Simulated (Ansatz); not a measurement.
Runs of Ansatz 0.2.0 on InAs. It takes space group F-43m (No. 216, cubic). The conventional cell has a = 6.036 Å, b = 6.036 Å, c = 6.036 Å, α = 90.00°, β = 90.00°, γ = 90.00°. In (site symmetry -43m) is surrounded by 4 As at 2.61 Å. As (site symmetry -43m) is surrounded by 4 In at 2.61 Å. 

```csv
task,level,potentials or basis,spin,cell,k mesh,cutoff (eV),share of exact exchange,screening of exact exchange,basis error allowed,mesh quality,gap on the mesh (eV),pressure (GPa)
single point,"HSE(alpha, omega)",all-electron PAW datasets made for the crystal,off,as given,4 × 4 × 4,340,0.2,0.2 1/A,-,coarse,0.46,2.8
band structure,PBE,"all-electron LAPW, scalar-relativistic",off,as given,6 × 6 × 6,283,-,-,0.001 eV/atom,coarse,-,(a)
band structure,PBE,"all-electron LAPW, scalar-relativistic",off,as given,8 × 8 × 8,283,-,-,0.001 eV/atom,not flagged,-,(c)
single point,"HSE(alpha, omega)",all-electron PAW datasets made for the crystal,off,as given,4 × 4 × 4,340,0.3,0.2 1/A,-,coarse,0.82,2.1
single point,"HSE(alpha, omega)",all-electron PAW datasets made for the crystal,off,as given,4 × 4 × 4,340,0.25,0.2 1/A,-,coarse,(b),2.4
band structure,revPBE,"all-electron LAPW, scalar-relativistic",off,as given,8 × 8 × 8,283,-,-,0.001 eV/atom,not flagged,-,5.6
relaxation of cell and atoms,PBE,"all-electron LAPW, relativistic spinors","SOC, no magnetisation",relaxed,6 × 6 × 6,-,-,-,0.001 eV/atom,coarse,-,0.0
band structure,BLYP,"all-electron LAPW, scalar-relativistic",off,as given,8 × 8 × 8,283,-,-,0.001 eV/atom,not flagged,-,7.5
```

Alike in all rows: smearing fermi-dirac 0.05 eV.

Q: Fill in the values left out.

A: (a) 4.4; (b) 0.64; (c) 4.3.

Caveats: some runs use coarse meshes; spin-orbit coupling is left out, which moves the levels of the heavy elements (some runs); the program warned that the printed levels may be off, so bands, gaps and densities of states are rough (some runs); the k mesh is thin for a metal, which can move the energy by tens of meV per atom (some runs).

A k mesh can miss the band edges, and rows without SOC leave out spin-orbit coupling on As, In.

The runs don't all hold the same shells in valence.
